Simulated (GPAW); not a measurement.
Set up this calculation in GPAW 26.7.0, as an ASE script.

| Quantity | Value |
| --- | --- |
| Task | single point |
| Functional | TB-mBJ |
| Potentials or basis | GPAW PAW data sets for LDA (gpaw-data 1.2.1) |
| Cutoff | 600 eV |
| Basis | pw |
| k mesh | 6 × 6 × 6 |
| Occupations | fermi-dirac, width 0.05 eV |
| Spin | no spin polarisation |
| Maxiter | 150 |

The system is RbBr.

```
Rb Br
1.0
     0.00000    3.42700    3.42700
     3.42700    0.00000    3.42700
     3.42700    3.42700    0.00000
Rb Br
1 1
Direct
  0.00000 0.00000 0.00000
  0.50000 0.50000 0.50000
```

These files were run (other wordings do the same):

run.py

```python
from ase import Atoms
from ase.dft.bandgap import bandgap
from ase.io import write
from gpaw import GPAW, PW

atoms = Atoms(['Rb', 'Br'],
              cell=[[0.0, 3.427, 3.427],
                    [3.427, 0.0, 3.427],
                    [3.427, 3.427, 0.0]],
              scaled_positions=[[0.0, 0.0, 0.0],
                                [0.5, 0.5, 0.5]],
              pbc=True)

calc = GPAW(mode=PW(600),
            xc='TB09',
            kpts={'size': (6, 6, 6), 'gamma': True},
            occupations={'name': 'fermi-dirac', 'width': 0.05},
            nbands=16,
            convergence={'density': 1e-05, 'energy': 1e-05},
            eigensolver='cg',
            maxiter=150,
            txt='gpaw.txt')
atoms.calc = calc
energy = atoms.get_potential_energy()
calc.write('gs.gpw')
write('result.traj', atoms)
print('Fermi level:', round(calc.get_fermi_level(), 4), 'eV')
print(f'Gap: {bandgap(calc)[0]:.4f} eV, direct: {bandgap(calc, direct=True)[0]:.4f} eV')
```

Potentials or basis: GPAW PAW data sets for LDA (gpaw-data 1.2.1), pw.

Run with:

```bash
$ OMP_NUM_THREADS=1 python run.py
```

Results of the run:

The band gap on the k mesh is 6.88 eV, direct.

Caveat: a model potential gives levels but no total energy.

It took 65 s on 1 thread of Arm Neoverse V2, on a shared host, peak memory 0.26 GiB.
